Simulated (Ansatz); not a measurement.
Trial structure of Fe4Co, not yet relaxed:

```
Fe Co
1.0
    -2.80417    2.80417    1.77351
     2.80417   -2.80417    1.77351
     2.80417    2.80417   -1.77351
Fe Co
4 1
Direct
  0.40000 0.20000 0.60000
  0.80000 0.40000 0.20000
  0.20000 0.60000 0.80000
  0.60000 0.80000 0.40000
  0.00000 0.00000 0.00000
```

Method: DFT PBE, scalar-relativistic, plane waves, PAW (Ansatz). Cutoff 420 eV; k points 6×6×6 on the computed 5-atom cell (Γ-centred); Gaussian smearing, width 0.10 eV; collinear spin from starting moments 4.0 4.0 -4.0 -4.0 -3.0 μB.

Energies over the elements count from the elements' standard structures at the same level, with no fitted energy shifts.

Question: How far from equilibrium is it?

Answer: The pressure is -7.1 GPa (the mean over three directions, positive in compression), the largest force is 0.23 eV/Å, and the energy is +0.14 eV/atom against the elements. The shortest distance is 2.51 Å.

Question: How much does it gain on relaxing, and where does it end?

Answer: Relaxing gains under 0.1 eV/atom (the start's value is from the coarse mesh, so the gain is rough) in 10 ionic steps and ends at +0.12 eV/atom on the finer mesh. The symmetry goes from I4/m (No. 87) to C2/m (No. 12). The volume per atom shrinks by 4.4 %, from 11.2 to 10.7 Å³. The shortest distance goes from 2.51 Å (Fe–Co and Fe–Fe) to 2.42 Å (Fe–Fe). Conventional cell: a = 7.673 Å, b = 3.514 Å, c = 5.428 Å, β = 133.2°. Fe on its first site has 9 Fe at 2.44–2.50 Å and 3 Co at 2.44–2.45 Å; Fe on its second site has 9 Fe at 2.42–2.50 Å and 3 Co at 2.47–2.51 Å; Co has 12 Fe at 2.44–2.51 Å.

The last run used collinear spin, a 12×12×10 mesh (in the run's order of axes) for its 5-atom cell and Gaussian smearing of 0.10 eV. Another magnetic order may lie lower. The relaxation can't lower the symmetry of the start. Symmetry constrained the relaxation, so the result can be a saddle point.
